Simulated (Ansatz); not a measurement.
Crystal: ZrS.

```
CELL_PARAMETERS angstrom
0.00000 2.62500 2.62500
2.62500 0.00000 2.62500
2.62500 2.62500 0.00000
ATOMIC_POSITIONS crystal
Zr 0.00000 0.00000 0.00000
S 0.50000 0.50000 0.50000
```

Base run:

```yaml
Program: Ansatz 0.2.0
Functional: LDA
Potentials_or_basis: all-electron LAPW, relativistic spinors
Cutoff: 213 eV
Density_cutoff: 853 eV
Basis_error_allowed: 0.001 eV/atom
k_mesh: 7 × 7 × 7
Occupations: fermi-dirac, width 0.05 eV
Spin: spin-orbit coupling, no magnetisation
```

Its results: pressure -9.0 GPa.

**Question.** The run is repeated on the same cell with these changes: functional from LDA to PBEsol. What comes out?

**Answer.** Pressure -6.3 GPa.

PBEsol binds less tightly than LDA, so the same cell stands under more pressure.

Caveats: the k mesh is thin for a metal, which can move the energy by tens of meV per atom.

Not every run made on this cell is shown here.
